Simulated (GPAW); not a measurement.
# Zr (P6_3/mmc) in GPAW: notebook

The runs below take Zr through relaxation of cell and atoms, single point, with PBEsol+D4, RPBE+D3(BJ), BLYP+D4, PBE.

All numbers are computed with GPAW 26.7.0; they aren't measurements. Logs are shortened: lines on timing, memory, paths and dates and some standing lists are left out, and cuts for length are marked. The log counts tension as positive stress, the text compression.

## Step 1: The structure

It takes space group P6_3/mmc (No. 194, hexagonal). The conventional cell has a = 3.232 Å, b = 3.232 Å, c = 5.147 Å, α = 90.00°, β = 90.00°, γ = 120.00°. Zr (site symmetry -6m2) has 12 Zr at 3.18 to 3.23 Å as nearest neighbours.

## Step 2: Relaxation of cell and atoms, PBEsol+D4

Input file run.py:

```python
from ase.calculators.mixing import SumCalculator
from ase.filters import FrechetCellFilter
from ase.io import read, write
from ase.optimize import FIRE
from dftd4.ase import DFTD4
from gpaw import GPAW, PW, setup_paths

setup_paths.insert(0, '.')

atoms = read('POSCAR')

calc = GPAW(mode=PW(600),
            xc='PBEsol',
            kpts={'size': (9, 9, 5), 'gamma': True},
            occupations={'name': 'fermi-dirac', 'width': 0.05},
            nbands=24,
            convergence={'density': 1e-05, 'forces': 0.0001},
            maxiter=150,
            txt='gpaw.txt')
atoms.calc = SumCalculator([calc, DFTD4(method='pbesol')])
opt = FIRE(FrechetCellFilter(atoms), trajectory='relax.traj', logfile='-')
done = opt.run(fmax=0.01, steps=40)
calc.write('gs.gpw')
write('result.traj', atoms)
print('Converged:', done)
print('Cell:', atoms.cell.cellpar().round(4))
print('Volume:', round(atoms.get_volume(), 4))
print(atoms.get_scaled_positions().round(5))
```

Input file POSCAR:

```
Zr
1.0
    3.2320000000      0.0000000000      0.0000000000
   -1.6160000000      2.7989941050      0.0000000000
    0.0000000000      0.0000000000      5.1470000000
Zr
2
Direct
    0.6666666667      0.3333333333      0.7500000000
    0.3333333333      0.6666666667      0.2500000000
```

Potentials or basis: PAW data sets generated in the run's folder for this functional, pw.

The run is started by

```console
$ gpaw-setup -f PBEsol Zr
$ OMP_NUM_THREADS=1 python run.py
```

gpaw.txt:

```text
__  _  _
 | _ |_)|_||  |
 |__||  | ||/\| - 26.7.0

Input parameters:
  mode=PW(ecut=600.0),
  convergence={'density': 1e-05, 'forces': 0.0001},
  kpts=MonkhorstPack(size=(9, 9, 5), gamma=True),
  maxiter=150,
  nbands=24,
  occupations=Occupations(name='fermi-dirac', width=0.05),
  xc=XC(name='PBEsol')

Diagonalizing LCAO Hamiltonian
Converting LCAO to pw mode

           Zr

        Zr

Atoms  # Å, Bohr magnetons
|   | symbol |         x |        y |        z |    initial magnetic moments |
|---|--------|-----------|----------|----------|-----------------------------|
| 0 |     Zr |  1.616000 | 0.932998 | 3.860250 | ( 0.0000,  0.0000,  0.0000) |
| 1 |     Zr | -0.000000 | 1.865996 | 1.286750 | ( 0.0000,  0.0000,  0.0000) |

Unit cell  # Å
| periodic |         x |        y |        z |  lengths |     angles |
|----------|-----------|----------|----------|----------|------------|
|      yes |  3.232000 | 0.000000 | 0.000000 | 3.232000 |  90.000000 |
|      yes | -1.616000 | 2.798994 | 0.000000 | 3.232000 |  90.000000 |
|      yes |  0.000000 | 0.000000 | 5.147000 | 5.147000 | 120.000000 |

Number of symmetries: 12
Symmetry operations  # r_c * U_cc + t_c -> r_c
|    | kind |            matrix            |
|----|------|------------------------------|
|  0 |  σ   |  1, 1, 0,  0,-1, 0,  0, 0, 1 |
|  1 |  S6  |  1, 1, 0, -1, 0, 0,  0, 0,-1 |
|  2 |  E   |  1, 0, 0,  0, 1, 0,  0, 0, 1 |
|  3 |  C2  |  1, 0, 0, -1,-1, 0,  0, 0,-1 |
|  4 |  C2  |  0, 1, 0,  1, 0, 0,  0, 0,-1 |
|  5 |  C3  |  0, 1, 0, -1,-1, 0,  0, 0, 1 |
|  6 |  S6  |  0,-1, 0,  1, 1, 0,  0, 0,-1 |
|  7 |  σ   |  0,-1, 0, -1, 0, 0,  0, 0, 1 |
|  8 |  σ   | -1, 0, 0,  1, 1, 0,  0, 0, 1 |
[... 171 lines left out ...]
Stress tensor  # eV/Ang^3
|        x |        y |        z |
|----------|----------|----------|
| 0.023868 | 0.000000 | 0.000000 |
| 0.000000 | 0.023868 | 0.000000 |
| 0.000000 | 0.000000 | 0.019039 |

Forces  # eV/Ang
|       x |        y |        z |
|---------|----------|----------|
| 0.00000 | -0.00000 |  0.00000 |  # Zr   0
| 0.00000 |  0.00000 | -0.00000 |  # Zr   1

Interpolating wave functions to new cell

           Zr
[... 847 lines left out ...]
Stress tensor  # eV/Ang^3
|         x |         y |         z |
|-----------|-----------|-----------|
| -0.004436 |  0.000000 |  0.000000 |
|  0.000000 | -0.004436 | -0.000000 |
|  0.000000 | -0.000000 | -0.009539 |

Forces  # eV/Ang
|       x |       y |        z |
|---------|---------|----------|
| 0.00000 | 0.00000 | -0.00003 |  # Zr   0
| 0.00000 | 0.00000 |  0.00003 |  # Zr   1

Interpolating wave functions to new cell

           Zr
[... 1860 lines left out ...]
SCF iterations
|iter     | |      energy | eigst |  dens |force |
|---------|-|-------------|-------|-------|------|
|iter:   1| |  -15.912925 | -2.80 |       |      |
|iter:   2| |  -15.912924 | -5.38 | -3.14 |      |
|iter:   3| |  -15.912884c| -5.22 | -3.17 |      |
|iter:   4| |  -15.912883c| -7.00 | -4.05 |      |
|iter:   5| |  -15.912883c| -8.06c| -4.39 |      |
|iter:   6| |  -15.912883c| -9.14c| -5.47c|      |
|iter:   7| |  -15.912883c| -9.59c| -5.90c|-3.73 |
|iter:   8| |  -15.912883c|-10.01c| -6.26c|-3.93 |
|iter:   9| |  -15.912883c|-10.77c| -7.11c|-6.08c|

Converged in 9 steps
Energy contributions relative to reference atoms: (reference = -195675.701761)

Energy contributions:
  Kinetic:           6.856705
  Coulomb:          -7.140375
  Zero:              0.729685
  External:          0.000000
  Xc:              -16.350422
  Entropy:          -0.016950
  Spinorbit:         0.000000
  ----------------------------
  Free energy:     -15.921358
  Extrapolated:    -15.912883
[... 247 lines left out ...]
Stress tensor  # eV/Ang^3
|         x |         y |         z |
|-----------|-----------|-----------|
| -0.005445 |  0.000000 |  0.000000 |
|  0.000000 | -0.005445 |  0.000000 |
|  0.000000 |  0.000000 | -0.004915 |

Forces  # eV/Ang
|        x |       y |        z |
|----------|---------|----------|
| -0.00000 | 0.00000 | -0.00000 |  # Zr   0
|  0.00000 | 0.00000 |  0.00000 |  # Zr   1

Interpolating wave functions to new cell

           Zr
[... 142 lines left out ...]
SCF iterations
|iter     | |      energy | eigst |  dens |force |
|---------|-|-------------|-------|-------|------|
|iter:   1| |  -15.912796 | -7.15 |       |      |
|iter:   2| |  -15.912796 | -8.71c| -4.45 |      |
|iter:   3| |  -15.912795c| -7.69c| -4.48 |      |
|iter:   4| |  -15.912795c| -8.49c| -5.03c|      |
|iter:   5| |  -15.912795c| -8.88c| -5.57c|-5.24c|

Converged in 5 steps
Energy contributions relative to reference atoms: (reference = -195675.701761)
[... 43 lines left out ...]
Stress tensor  # eV/Ang^3
|         x |         y |         z |
|-----------|-----------|-----------|
| -0.005450 |  0.000000 |  0.000000 |
|  0.000000 | -0.005450 |  0.000000 |
|  0.000000 |  0.000000 | -0.004925 |

Forces  # eV/Ang
|        x |       y |        z |
|----------|---------|----------|
| -0.00000 | 0.00000 | -0.00000 |  # Zr   0
|  0.00000 | 0.00000 |  0.00000 |  # Zr   1

Interpolating wave functions to new cell

           Zr
[... 142 lines left out ...]
SCF iterations
|iter     | |      energy | eigst |  dens |force |
|---------|-|-------------|-------|-------|------|
|iter:   1| |  -15.912791 | -6.58 |       |      |
|iter:   2| |  -15.912791 | -8.14c| -4.43 |      |
|iter:   3| |  -15.912791c| -8.45c| -4.46 |      |
|iter:   4| |  -15.912791c| -8.26c| -4.99 |      |
|iter:   5| |  -15.912791c| -9.28c| -5.51c|      |
|iter:   6| |  -15.912791c| -9.70c| -5.98c|-6.16c|

Converged in 6 steps
Energy contributions relative to reference atoms: (reference = -195675.701761)
[... 43 lines left out ...]
Stress tensor  # eV/Ang^3
|         x |         y |         z |
|-----------|-----------|-----------|
| -0.005459 |  0.000000 |  0.000000 |
|  0.000000 | -0.005459 | -0.000000 |
|  0.000000 | -0.000000 | -0.004945 |

Forces  # eV/Ang
|        x |       y |        z |
|----------|---------|----------|
|  0.00000 | 0.00000 |  0.00000 |  # Zr   0
| -0.00000 | 0.00000 | -0.00000 |  # Zr   1

Interpolating wave functions to new cell

           Zr
[... 142 lines left out ...]
SCF iterations
|iter     | |      energy | eigst |  dens |force |
|---------|-|-------------|-------|-------|------|
|iter:   1| |  -15.912785 | -6.25 |       |      |
|iter:   2| |  -15.912785 | -7.82c| -4.40 |      |
|iter:   3| |  -15.912784c| -8.20c| -4.43 |      |
|iter:   4| |  -15.912784c| -7.93c| -4.96 |      |
|iter:   5| |  -15.912784c| -9.10c| -5.48c|      |
|iter:   6| |  -15.912784c| -9.51c| -5.95c|-6.15c|

Converged in 6 steps
Energy contributions relative to reference atoms: (reference = -195675.701761)
[... 201 lines left out ...]
SCF iterations
|iter     | |      energy | eigst |  dens |force |
|---------|-|-------------|-------|-------|------|
|iter:   1| |  -15.912776 | -6.01 |       |      |
|iter:   2| |  -15.912776 | -7.59c| -4.36 |      |
|iter:   3| |  -15.912776c| -8.01c| -4.40 |      |
|iter:   4| |  -15.912776c| -7.70c| -4.92 |      |
|iter:   5| |  -15.912776c| -8.95c| -5.45c|      |
|iter:   6| |  -15.912776c| -9.38c| -5.94c|-4.90c|

Converged in 6 steps
Energy contributions relative to reference atoms: (reference = -195675.701761)
[... 201 lines left out ...]
SCF iterations
|iter     | |      energy | eigst |  dens |force |
|---------|-|-------------|-------|-------|------|
|iter:   1| |  -15.912762 | -5.83 |       |      |
|iter:   2| |  -15.912762 | -7.46c| -4.33 |      |
|iter:   3| |  -15.912761c| -7.88c| -4.36 |      |
|iter:   4| |  -15.912761c| -7.74c| -4.95 |      |
|iter:   5| |  -15.912761c| -8.85c| -5.41c|      |
|iter:   6| |  -15.912761c| -9.33c| -6.02c|-4.38c|

Converged in 6 steps
Energy contributions relative to reference atoms: (reference = -195675.701761)
[... 50 lines left out ...]
Forces  # eV/Ang
|        x |        y |        z |
|----------|----------|----------|
|  0.00000 | -0.00000 |  0.00003 |  # Zr   0
| -0.00000 |  0.00000 | -0.00003 |  # Zr   1

# Writing to gs.gpw (mode='')
```

It took 5.8 min on 1 thread of Arm Neoverse V2, shared host; peak memory 0.4 GiB.

What came out:

- Free energy: -16.1725 eV
- Relaxed volume: 22.21 Å³/atom
- Relaxed cell: a = 3.168 Å, b = 3.168 Å, c = 5.109 Å, α = 90.00°, β = 90.00°, γ = 120.00°
- Space group after relaxing (to 0.05 Å): P6_3/mmc (No. 194)
- Energy gained by relaxing: 14.6 meV/atom
- Ionic steps: 20
- Pressure after relaxing: 0.0 GPa
- Band gap on the k mesh: none (metal or under the smearing width)
- Dispersion energy per atom: -0.126 eV

Step by step:
```csv
step,energy change (eV),largest force (eV/Å),pressure (GPa),volume (Å³)
1,0.0000,0.0000,-4.37,46.56
2,-0.0106,0.0000,-3.53,46.12
3,-0.0234,0.0000,-1.96,45.34
4,-0.0284,0.0000,0.11,44.38
5,-0.0285,0.0000,0.10,44.38
6,-0.0285,0.0000,0.09,44.39
7,-0.0286,0.0000,0.07,44.40
8,-0.0287,0.0000,0.05,44.40
9,-0.0288,0.0000,0.03,44.41
10,-0.0289,0.0000,0.00,44.42
11,-0.0290,0.0000,-0.02,44.43
12,-0.0291,0.0000,-0.05,44.44
13,-0.0292,0.0000,-0.06,44.44
14,-0.0292,0.0000,-0.06,44.44
15,-0.0292,0.0000,-0.03,44.42
16,-0.0292,0.0000,-0.03,44.42
17,-0.0292,0.0000,-0.03,44.42
18,-0.0292,0.0000,-0.03,44.42
19,-0.0292,0.0000,-0.02,44.42
20,-0.0292,0.0000,-0.02,44.42
```

Final structure:
```xyz
2
Lattice="3.1685 0.0000 0.0000 -1.5842 2.7440 0.0000 0.0000 0.0000 5.1086" Properties=species:S:1:pos:R:3 pbc="T T T"
Zr    1.5842    0.9147    3.8315
Zr    0.0000    1.8293    1.2772
```

Caveat: later steps reuse the first step's grids; pairwise dispersion overbinds metals, which lowers pressure and volume.

(Continued in part 2 of 2.)
